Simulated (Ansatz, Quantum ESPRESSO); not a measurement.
# PtSe2 and the dispersion correction, program beside program

The cell as given:

```
Pt Se
1.0
     3.72400    0.00000    0.00000
    -1.86200    3.22508    0.00000
     0.00000    0.00000    5.06200
Pt Se
1 2
Direct
  0.00000 0.00000 0.00000
  0.66667 0.33333 0.75000
  0.33333 0.66667 0.25000
```

Kept alike: task relaxation of cell and atoms; functional PBEsol; k mesh 8 × 8 × 5; occupations fermi-dirac, width 0.05 eV; no spin polarisation. The mesh is that of the run's cell of 3 atoms. No spin-orbit coupling.

- A: Ansatz, Ansatz PAW, made for PBE, cutoff 420 eV
- B: Quantum ESPRESSO, GBRV 1.5 PBEsol, cutoff 612 eV

```csv
dispersion correction,A: volume (Å³/atom),B: volume (Å³/atom)
none,19.785,19.674
D3(BJ),18.709,18.785
D4,19.057,18.966
```

Values on potentials made for another functional: all of A. Values hold for each row's relaxed cell, which stops near the pressure aimed at (zero). Ansatz's stress holds its Pulay term. Programs can differ in the three-body term of D3, and some take D4 from an outside library. For a metal such a mesh leaves the last digits unconverged.

Question: How large is the effect of the dispersion correction, and do the programs agree on it?

Answer: From none to D3(BJ) the volume moves by -1.076 in A, -0.889 in B (Å³/atom). Row by row the programs differ by 0.076 to 0.111, and the shifts point the same way but differ by 17 % of the larger. Shifts from none: D3(BJ) -1.076, -0.889; D4 -0.728, -0.708; the programs' shifts differ by up to 0.187.
